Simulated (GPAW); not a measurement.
Wanted: an ASE script for a GPAW 26.7.0 run.

```
Task                      : band structure
Functional                : revTPSS
Potentials or basis       : GPAW PAW data sets (gpaw-data 1.2.1)
Cutoff                    : 600 eV
Basis                     : pw
k mesh                    : 8 × 8 × 8
Occupations               : fermi-dirac, width 0.05 eV
Spin                      : spin-orbit coupling, no magnetisation
Eigensolver               : davidson
Maxiter                   : 150
Band path                 : GXMGRX,MR
Band points               : 80
spin axis theta (degrees) : 90
spin axis phi (degrees)   : 0
Soc after scf             : second variation without the xc potential
```

Crystal: Sb.

```xyz
1
Lattice="3.1600 0.0000 0.0000 0.0000 3.1600 0.0000 0.0000 0.0000 3.1600" Properties=species:S:1:pos:R:3 pbc="T T T"
Sb    0.0000    0.0000    0.0000
```

This isn't the form of Sb at room conditions, which is rhombohedral.

These files were run (other wordings do the same):

run.py

```python
import numpy as np
from ase.dft.bandgap import bandgap
from ase.io import write
from ase.spacegroup import crystal
from ase.units import GPa
from gpaw import GPAW, PW
from gpaw.spinorbit import soc_eigenstates

# Sb 1a
atoms = crystal(['Sb'],
                basis=[[0.0, 0.0, 0.0]],
                spacegroup=221, setting=1,  # Pm-3m
                cellpar=[3.16, 3.16, 3.16, 90.0, 90.0, 90.0],
                primitive_cell=True)

calc = GPAW(mode=PW(600),
            xc='MGGA_X_REVTPSS+MGGA_C_REVTPSS',
            kpts={'size': (8, 8, 8), 'gamma': True},
            occupations={'name': 'fermi-dirac', 'width': 0.05},
            nbands=15,
            convergence={'density': 1e-05, 'energy': 1e-05},
            eigensolver='davidson',
            maxiter=150,
            txt='gpaw.txt')
atoms.calc = calc
energy = atoms.get_potential_energy()
forces = atoms.get_forces()
stress = atoms.get_stress()
calc.write('gs.gpw')
write('result.traj', atoms)
print(f'Energy: {energy:.6f} eV')
print('Forces (eV/A):')
print(forces.round(4))
print('Stress (GPa):', (stress / GPa).round(3))
print('Fermi level:', round(calc.get_fermi_level(), 4), 'eV')
print(f'Gap: {bandgap(calc)[0]:.4f} eV, direct: {bandgap(calc, direct=True)[0]:.4f} eV')

path = atoms.cell.bandpath('GXMGRX,MR', npoints=80, eps=1e-4)
bs_calc = calc.fixed_density(kpts=path, symmetry='off', nbands=25,
                             convergence={'bands': 'CBM+6.0', 'eigenstates': 1e-6}, txt='bands.txt')
bs = bs_calc.band_structure()
bs.write('bs.json')
print(f'Gap on the path: {bandgap(bs_calc)[0]:.4f} eV')

soc = soc_eigenstates(bs_calc, theta=90, phi=0, ignore_xc_potential=True)
np.savetxt('soc_bands.dat', soc.eigenvalues(), fmt='%.4f')
mesh = soc_eigenstates('gs.gpw', theta=90, phi=0, ignore_xc_potential=True)
np.savetxt('soc_mesh.dat', mesh.eigenvalues(), fmt='%.4f')
print('Fermi level with spin-orbit coupling:', round(mesh.fermi_level, 4), 'eV')
```

Potentials or basis: GPAW PAW data sets (gpaw-data 1.2.1), pw.

Run with:

```sh
$ OMP_NUM_THREADS=1 python run.py
```

Results of the run:

```json
{
  "Pressure": "-4.5 GPa",
  "Band gap along the path": "none (metal or under the smearing width)"
}
```

Caveat: spin-orbit coupling was added after a scalar SCF, so levels and gaps hold it while energy, forces, pressure and moments don't; this program's spin-orbit splittings come out too wide for heavy elements; the PAW data sets were made with another functional, which shifts forces and pressure a little.

Wall time 78 s on 1 thread of Arm Neoverse V2, with other jobs on the host, peak memory 0.31 GiB.
